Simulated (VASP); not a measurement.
# BeTe (F-43m) in VASP: band structure with PBE

Aim: the band structure of BeTe with PBE.

Program: VASP 6.6.1. These are calculated values, not measurements. Logs are shortened: lines on timing, memory, paths and dates and some standing lists are left out, and cuts for length are marked.

### 1 The structure

Symmetry: F-43m, No. 216, cubic system. Conventional cell: a = 5.668 Å, b = 5.668 Å, c = 5.668 Å, α = 90.00°, β = 90.00°, γ = 90.00°. Be (site symmetry -43m) is surrounded by 4 Te at 2.45 Å. Te (site symmetry -43m) has 4 Be at 2.45 Å as nearest neighbours.

The cell was built by a generator and needn't be a form met in nature.

### 2 Band structure, PBE

The input, INCAR:

```
SYSTEM = BeTe
PREC = Accurate
ENCUT = 520
EDIFF = 1E-7
ISMEAR = 0
SIGMA = 0.02
LREAL = .False.
LASPH = .True.
NELM = 100
ALGO = Fast
ISIF = 2
LWAVE = .False.
LCHARG = .False.
GGA = PE
```

The input, KPOINTS:

```
Automatic mesh
0
Gamma
  10 10 10
  0 0 0
```

The input, POSCAR:

```
BeTe                                    
1.0
   -0.0000000000      2.8340433745      2.8340433745
    2.8340433745     -0.0000000000      2.8340433745
    2.8340433745      2.8340433745      0.0000000000
  Be              Te            
     1     1
Direct
     0.0000000000000000    0.0000000000000000    0.0000000000000000
     0.2500000000000000    0.2500000000000000    0.2500000000000000
```

The input, KPOINTS_OPT:

```
path GXWKGLUWLK,UX
15
line-mode
reciprocal
 0.0000000000  0.0000000000  0.0000000000  G
 0.5000000000  0.0000000000  0.5000000000  X

 0.5000000000  0.0000000000  0.5000000000  X
 0.5000000000  0.2500000000  0.7500000000  W

 0.5000000000  0.2500000000  0.7500000000  W
 0.3750000000  0.3750000000  0.7500000000  K

 0.3750000000  0.3750000000  0.7500000000  K
 0.0000000000  0.0000000000  0.0000000000  G

 0.0000000000  0.0000000000  0.0000000000  G
 0.5000000000  0.5000000000  0.5000000000  L

 0.5000000000  0.5000000000  0.5000000000  L
 0.6250000000  0.2500000000  0.6250000000  U

 0.6250000000  0.2500000000  0.6250000000  U
 0.5000000000  0.2500000000  0.7500000000  W

 0.5000000000  0.2500000000  0.7500000000  W
 0.5000000000  0.5000000000  0.5000000000  L

 0.5000000000  0.5000000000  0.5000000000  L
 0.3750000000  0.3750000000  0.7500000000  K

 0.6250000000  0.2500000000  0.6250000000  U
 0.5000000000  0.0000000000  0.5000000000  X
```

Potentials or basis: VASP PAW PBE potentials, release 64 (Be, Te).

Run with:

```bash
> cat potpaw_PBE.64/Be/POTCAR potpaw_PBE.64/Te/POTCAR > POTCAR
> mpirun -np 1 vasp_std > vasp.out
```

OUTCAR:

```text
SYSTEM = BeTe
   PREC = Accurate
   ENCUT = 520
   EDIFF = 1E-7
   ISMEAR = 0
   LREAL = .False.
   LASPH = .True.
   NELM = 100
   ISIF = 2
   GGA = PE

 ion  position               nearest neighbor table
   1  0.000  0.000  0.000-   2 2.45   2 2.45   2 2.45   2 2.45
   2  0.250  0.250  0.250-   1 2.45   1 2.45   1 2.45   1 2.45

  LATTYP: Found a face centered cubic cell.
 ALAT       =     5.6680867490

  Lattice vectors:

 A1 = (   0.0000000000,   2.8340433745,   2.8340433745)
 A2 = (   2.8340433745,   0.0000000000,   2.8340433745)
 A3 = (   2.8340433745,   2.8340433745,   0.0000000000)

Analysis of symmetry for initial positions (statically):
=====================================================================
 Subroutine PRICEL returns:
 Original cell was already a primitive cell.

 Routine SETGRP: Setting up the symmetry group for a
 face centered cubic supercell.

 Subroutine GETGRP returns: Found 24 space group operations
 (whereof 24 operations were pure point group operations)
 out of a pool of 48 trial point group operations.

The static configuration has the point symmetry T_d .

Analysis of symmetry for dynamics (positions and initial velocities):
=====================================================================
 Subroutine PRICEL returns:
 Original cell was already a primitive cell.

 Routine SETGRP: Setting up the symmetry group for a
 face centered cubic supercell.

 Subroutine GETGRP returns: Found 24 space group operations
 (whereof 24 operations were pure point group operations)
 out of a pool of 48 trial point group operations.

The dynamic configuration has the point symmetry T_d .

 Subroutine INISYM returns: Found 24 space group operations
 (whereof 24 operations are pure point group operations),
 and found     1 'primitive' translations

----------------------------------------------------------------------------------------

                                     Primitive cell

  volume of cell :      45.5249

  direct lattice vectors                    reciprocal lattice vectors
     0.000000000  2.834043375  2.834043375    -0.176426375  0.176426375  0.176426375
     2.834043375  0.000000000  2.834043375     0.176426375 -0.176426375  0.176426375
     2.834043375  2.834043375  0.000000000     0.176426375  0.176426375 -0.176426375

  length of vectors
     4.007942577  4.007942577  4.007942577     0.305579446  0.305579446  0.305579446

  position of ions in fractional coordinates (direct lattice)
     0.000000000  0.000000000  0.000000000
     0.250000000  0.250000000  0.250000000
[... 84 lines left out ...]
   ISYM   =      2    0-nonsym 1-usesym 2-fastsym
   POTIM  = 0.5000    time-step for ionic-motion
   TEBEG  =    0.0;   TEEND  =   0.0 temperature during run
   PSTRESS=    0.0 pullay stress
   NELECT =       8.0000    total number of electrons
   NUPDOWN=      -1.0000    fix difference up-down
   EMIN   =  10.00;   EMAX   =-10.00  energy-range for DOS
   EFERMI =   0.00;   METHOD = LEGACY
   ISMEAR =     0;   SIGMA  =   0.02  broadening in eV -4-tet -1-fermi 0-gaus
   EFERMI_NEDOS =   21; number of points for ismear=-14 and -15
   IALGO  =     68    algorithm
   IMIX   =      4    mixing-type and parameters
     AMIX     =   0.40;   BMIX     =  1.00
     AMIX_MAG =   1.60;   BMIX_MAG =  1.00
  volume/ion in A,a.u.               =      22.76       153.61
  Fermi-wavevector in a.u.,A,eV,Ry     =   0.916970  1.732822 11.440234  0.840833
  Thomas-Fermi vector in A             =   2.041886
   LORBIT       =      0    0 simple, 1 ext, 2 COOP (PROOUT), +10 PAW based schemes
   GGA     = PE    functional components
   LHFCALC =     F    Hartree Fock is set to
   AEXX    =    0.0000 exact exchange contribution
   IVDW    =     0    specifies the selected vdW correction
   LEPSILON=     F    determine dielectric tensor
   LRPA    =     F    only Hartree local field effects (RPA)
 non-spin polarized calculation
 RMM-DIIS sequential band-by-band and
 Gauss-broadening in eV      SIGMA  =   0.02
  energy-cutoff  :      520.00
  volume of cell :       45.52
 maximum number of plane-waves:      1244
 NGX is ok and might be reduce to    30
   NGX = 15   NGY = 15   NGZ = 15

 number of electron       8.0000001 magnetization

 Free energy of the ion-electron system (eV)
  ---------------------------------------------------
  ext. energy  EPLUGINS =         0.00000000
  ---------------------------------------------------
  free energy    TOTEN  =        -7.62507073 eV

  energy without entropy =       -7.62507073  energy(sigma->0) =       -7.62507073

 E-fermi :   5.0276     XC(G=0):  -8.9801

 val. band max:        4.8834524532   @ k =   0.0000   0.0000   0.0000
 cond. band min:       6.9036779618   @ k =   0.5000   0.5000   0.0000
 fundamental gap:      2.0202255086
 Fermi energy:         5.0275733386

 k-point     1 :       0.0000    0.0000    0.0000
  band No.  band energies     occupation
      1      -7.2888      2.00000
      2       4.8835      2.00000
      3       4.8835      2.00000
      4       4.8835      2.00000
      5       8.5090      0.00000
      6       8.5090      0.00000
      7       8.5090      0.00000
      8       8.5658      0.00000
[... 243 lines left out ...]
 k-point    24 :       0.4000    0.3000    0.0000
  band No.  band energies     occupation
      1      -5.9864      2.00000
      2       0.6980      2.00000
      3       2.4550      2.00000
      4       2.7188      2.00000
      5       7.4093      0.00000
      6       8.5829      0.00000
      7      12.3500      0.00000
      8      12.5515      0.00000

 [... further k-points ...]

------------------------ aborting loop because EDIFF is reached ----------------------------------------

  FORCE on cell =-STRESS in cart. coord.  units (eV):
  Direction    XX          YY          ZZ          XY          YZ          ZX
  --------------------------------------------------------------------------------------
  -------------------------------------------------------------------------------------
  Total        0.0021506      0.0021506      0.0021506      0.0000000     -0.0000000     -0.0000000
  in kB        0.0756862      0.0756862      0.0756862      0.0000000     -0.0000000     -0.0000000
  external PRESSURE =       0.0756862 kB  Pullay stress =       0.0000000 kB

 VOLUME and BASIS-vectors are now :
 -----------------------------------------------------------------------------
  energy-cutoff  :      520.00
  volume of cell :       45.52
      direct lattice vectors                 reciprocal lattice vectors
     0.000000000  2.834043375  2.834043375    -0.176426375  0.176426375  0.176426375
     2.834043375  0.000000000  2.834043375     0.176426375 -0.176426375  0.176426375
     2.834043375  2.834043375  0.000000000     0.176426375  0.176426375 -0.176426375

 POSITION                                       TOTAL-FORCE (eV/Angst)
 -----------------------------------------------------------------------------------
      0.00000      0.00000      0.00000         0.000000      0.000000      0.000000
      1.41702      1.41702      1.41702        -0.000000     -0.000000     -0.000000
 -----------------------------------------------------------------------------------
    total drift:                                0.000000      0.000000      0.000000

  FREE ENERGIE OF THE ION-ELECTRON SYSTEM (eV)
  ---------------------------------------------------
  free  energy   TOTEN  =        -7.6250707269 eV

  energy  without entropy=       -7.6250707269  energy(sigma->0) =       -7.62507073
```

It took 27 s on 1 thread of Intel Xeon Platinum 8488C (Sapphire Rapids), shared host; peak memory 0.19 GiB.

What came out:

```yaml
Free_energy: -7.6251 eV
Pressure: 0.0 GPa
Band_gap_on_the_k_mesh: 2.02 eV, indirect (least direct gap 3.63 eV)
Band_gap_along_the_path: 2.02 eV, indirect (least direct gap 3.63 eV)
```

Levels at the corners of the path, in eV from the valence-band top:
| point | band 2 | band 3 | band 4 | band 5 | band 6 | band 7 |
| --- | --- | --- | --- | --- | --- | --- |
| Γ | 0.00 | 0.00 | 0.00 | 3.63 | 3.63 | 3.63 |
| X | -5.01 | -2.57 | -2.57 | 2.02 | 2.69 | 9.58 |
| X | -5.01 | -2.57 | -2.57 | 2.02 | 2.69 | 9.58 |
| W | -4.50 | -3.59 | -3.12 | 5.28 | 5.51 | 5.56 |
| W | -4.50 | -3.59 | -3.12 | 5.28 | 5.51 | 5.56 |
| K | -4.67 | -3.77 | -2.17 | 2.73 | 5.25 | 7.81 |
| K | -4.67 | -3.77 | -2.17 | 2.73 | 5.25 | 7.81 |
| Γ | 0.00 | 0.00 | 0.00 | 3.63 | 3.63 | 3.63 |
| Γ | 0.00 | 0.00 | 0.00 | 3.63 | 3.63 | 3.63 |
| L | -5.42 | -1.10 | -1.10 | 3.03 | 4.60 | 4.60 |
| L | -5.42 | -1.10 | -1.10 | 3.03 | 4.60 | 4.60 |
| U | -4.67 | -3.77 | -2.17 | 2.73 | 5.25 | 7.81 |
| U | -4.67 | -3.77 | -2.17 | 2.73 | 5.25 | 7.81 |
| W | -4.50 | -3.59 | -3.12 | 5.28 | 5.51 | 5.56 |
| W | -4.50 | -3.59 | -3.12 | 5.28 | 5.51 | 5.56 |
| L | -5.42 | -1.10 | -1.10 | 3.03 | 4.60 | 4.60 |
| L | -5.42 | -1.10 | -1.10 | 3.03 | 4.60 | 4.60 |
| K | -4.67 | -3.77 | -2.17 | 2.73 | 5.25 | 7.81 |
| U | -4.67 | -3.77 | -2.17 | 2.73 | 5.25 | 7.81 |
| X | -5.01 | -2.57 | -2.57 | 2.02 | 2.69 | 9.58 |

Caveat: spin-orbit coupling is left out, which moves the levels of the heavy elements.
